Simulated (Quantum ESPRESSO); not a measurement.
Here is a Quantum ESPRESSO 7.5 calculation.

The input pw.in:

```
&CONTROL
  calculation = 'scf'
  prefix = 'pwscf'
  outdir = './tmp'
  pseudo_dir = './pseudo'
  tprnfor = .true.
  tstress = .true.
  disk_io = 'low'
/
&SYSTEM
  ibrav = 0
  celldm(1) = 8
  nat = 4
  ntyp = 2
  ecutwfc = 56
  ecutrho = 448
  nbnd = 27
  occupations = 'smearing'
  smearing = 'fd'
  degauss = 0.00367493
/
&ELECTRONS
  conv_thr = 8d-10
  electron_maxstep = 120
  mixing_beta = 0.5
/
ATOMIC_SPECIES
In   114.8180 in_pbesol_v1.4.uspp.F.UPF
Se    78.9710 se_pbesol_v1.uspp.F.UPF
CELL_PARAMETERS alat
  0.4724315311564   0.2727584716917   1.9936610614802
 -0.4724315311564   0.2727584716917   1.9936610614802
  0.0000000000000  -0.5455169433835   1.9936610614802
ATOMIC_POSITIONS crystal
In     0.8886000000    0.8886000000    0.8886000000
In     0.0000000000    0.0000000000    0.0000000000
Se     0.1719000000    0.1719000000    0.1719000000
Se     0.3835000000    0.3835000000    0.3835000000
K_POINTS automatic
8 8 8 0 0 0
```

The input bands.in:

```
&CONTROL
  calculation = 'bands'
  prefix = 'pwscf'
  outdir = './tmp'
  pseudo_dir = './pseudo'
  disk_io = 'low'
  verbosity = 'high'
/
&SYSTEM
  ibrav = 0
  celldm(1) = 8
  nat = 4
  ntyp = 2
  ecutwfc = 56
  ecutrho = 448
  nbnd = 27
  occupations = 'smearing'
  smearing = 'fd'
  degauss = 0.00367493
/
&ELECTRONS
  conv_thr = 1d-08
  electron_maxstep = 120
  mixing_beta = 0.5
  diago_full_acc = .true.
  startingwfc = 'random'
/
ATOMIC_SPECIES
In   114.8180 in_pbesol_v1.4.uspp.F.UPF
Se    78.9710 se_pbesol_v1.uspp.F.UPF
CELL_PARAMETERS alat
  0.4724315311564   0.2727584716917   1.9936610614802
 -0.4724315311564   0.2727584716917   1.9936610614802
  0.0000000000000  -0.5455169433835   1.9936610614802
ATOMIC_POSITIONS crystal
In     0.8886000000    0.8886000000    0.8886000000
In     0.0000000000    0.0000000000    0.0000000000
Se     0.1719000000    0.1719000000    0.1719000000
Se     0.3835000000    0.3835000000    0.3835000000
K_POINTS crystal
60
 0.0000000000  0.0000000000  0.0000000000 1
 0.0555555556  0.0000000000  0.0000000000 1
 0.1111111111  0.0000000000  0.0000000000 1
 0.1666666667  0.0000000000  0.0000000000 1
 0.2222222222  0.0000000000  0.0000000000 1
 0.2777777778  0.0000000000  0.0000000000 1
 0.3333333333  0.0000000000  0.0000000000 1
 0.3888888889  0.0000000000  0.0000000000 1
 0.4444444444  0.0000000000  0.0000000000 1
 0.5000000000  0.0000000000  0.0000000000 1
 0.5000000000  0.0358290345 -0.0358290345 1
 0.5000000000  0.0716580690 -0.0716580690 1
 0.5000000000  0.1074871035 -0.1074871035 1
 0.5000000000  0.1433161380 -0.1433161380 1
 0.5000000000  0.1791451724 -0.1791451724 1
 0.8208548276  0.5000000000  0.1791451724 1
 0.7887693448  0.5000000000  0.2112306552 1
 0.7566838620  0.5000000000  0.2433161380 1
 0.7245983793  0.5000000000  0.2754016207 1
 0.6925128965  0.5000000000  0.3074871035 1
 0.6604274138  0.5000000000  0.3395725862 1
 0.6283419310  0.5000000000  0.3716580690 1
 0.5962564483  0.5000000000  0.4037435517 1
 0.5641709655  0.5000000000  0.4358290345 1
 0.5320854828  0.5000000000  0.4679145172 1
 0.5000000000  0.5000000000  0.5000000000 1
 0.3333333333  0.3333333333  0.3333333333 1
 0.1666666667  0.1666666667  0.1666666667 1
 0.0000000000  0.0000000000  0.0000000000 1
 0.0308702351  0.0000000000 -0.0308702351 1
 0.0617404702  0.0000000000 -0.0617404702 1
 0.0926107053  0.0000000000 -0.0926107053 1
 0.1234809404  0.0000000000 -0.1234809404 1
 0.1543511756  0.0000000000 -0.1543511756 1
 0.1852214107  0.0000000000 -0.1852214107 1
 0.2160916458  0.0000000000 -0.2160916458 1
 0.2469618809  0.0000000000 -0.2469618809 1
 0.2778321160  0.0000000000 -0.2778321160 1
 0.3087023511  0.0000000000 -0.3087023511 1
 0.3395725862  0.0000000000 -0.3395725862 1
 0.6604274138  0.3395725862  0.0000000000 1
 0.6283419310  0.3716580690  0.0000000000 1
 0.5962564483  0.4037435517  0.0000000000 1
 0.5641709655  0.4358290345  0.0000000000 1
 0.5320854828  0.4679145172  0.0000000000 1
 0.5000000000  0.5000000000  0.0000000000 1
 0.6604274138  0.6604274138  0.1791451724 1
 0.6443846724  0.6443846724  0.2112306552 1
 0.6283419310  0.6283419310  0.2433161380 1
 0.6122991896  0.6122991896  0.2754016207 1
 0.5962564483  0.5962564483  0.3074871035 1
 0.5802137069  0.5802137069  0.3395725862 1
 0.5641709655  0.5641709655  0.3716580690 1
 0.5481282241  0.5481282241  0.4037435517 1
 0.5320854828  0.5320854828  0.4358290345 1
 0.5160427414  0.5160427414  0.4679145172 1
 0.5000000000  0.5000000000  0.5000000000 1
 0.5000000000  0.0000000000  0.0000000000 1
 0.6604274138  0.1697862931  0.1697862931 1
 0.8208548276  0.3395725862  0.3395725862 1
```

Potentials or basis: GBRV 1.5 PBEsol.

Run with:

```sh
$ OMP_NUM_THREADS=1 mpirun -n 2 pw.x -nk 2 -in pw.in > pw.out
$ OMP_NUM_THREADS=1 mpirun -n 2 pw.x -nk 2 -in bands.in > bands.out
```

Q: What does it give for the pressure?

A: 0.0 GPa.

Q: Predict the band gap along the path.

A: 0.32 eV, direct.

Stress tensor (GPa, compression positive):
```
 0.34  0.00  0.00
 0.00  0.34  0.00
 0.00  0.00 -0.64
```

Caveat: spin-orbit coupling is left out, which moves the levels of the heavy elements.

**The experiment to reproduce.**

“The Interaction of Hydrogen with the van der Waals Crystal γ-InSe”, 2020, pmc:7321205 reports, for a bulk crystal of InSe at 300 K: band gap 1.25 eV.

Against the measured gap of InSe, 1.25 eV (300 K; “The Interaction of Hydrogen with the van der Waals Crystal γ-InSe”, 2020, pmc:7321205), the calculated 0.32 eV is off by -0.93 eV. Spin-orbit coupling on In, Se is left out. The value is that of PBEsol, without temperature or zero-point motion. Semilocal functionals fall short of measured gaps as a rule.
